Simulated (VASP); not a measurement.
A run of VASP 6.6.1 is set up as follows.

Contents of INCAR:

```
  PREC = Accurate
  ENCUT = 700
  EDIFF = 1E-6
  ISMEAR = 0
  SIGMA = 0.1
  LREAL = F
  LASPH = T
  NELM = 60
  ALGO = Fast
  ISIF = 2
  LWAVE = F
  LCHARG = F
  GGA = PS
  NBANDS = 13
```

File KPOINTS:

```
regular mesh
0
Gamma
  18 18 18
```

The input POSCAR:

```
W
1.0
    0.0000000000      2.0006300000      2.0006300000
    2.0006300000      0.0000000000      2.0006300000
    2.0006300000      2.0006300000      0.0000000000
W
1
Direct
    0.0000000000      0.0000000000      0.0000000000
```

Potentials or basis: VASP PAW PBE potentials, release 64 (W_sv).

Run with:

```console
$ cat potpaw_PBE.64/W_sv/POTCAR > POTCAR
$ mpirun -np 1 vasp_std > vasp.out
```

Task: Predict the pressure.

Result: 0.0 GPa.

Task: What does it give for the band gap on the k mesh?

Result: None (metal or under the smearing width).

Caveat: the PAW data sets were made with another functional, which shifts forces and pressure a little. Spin-orbit coupling is left out, which matters for the levels of W.
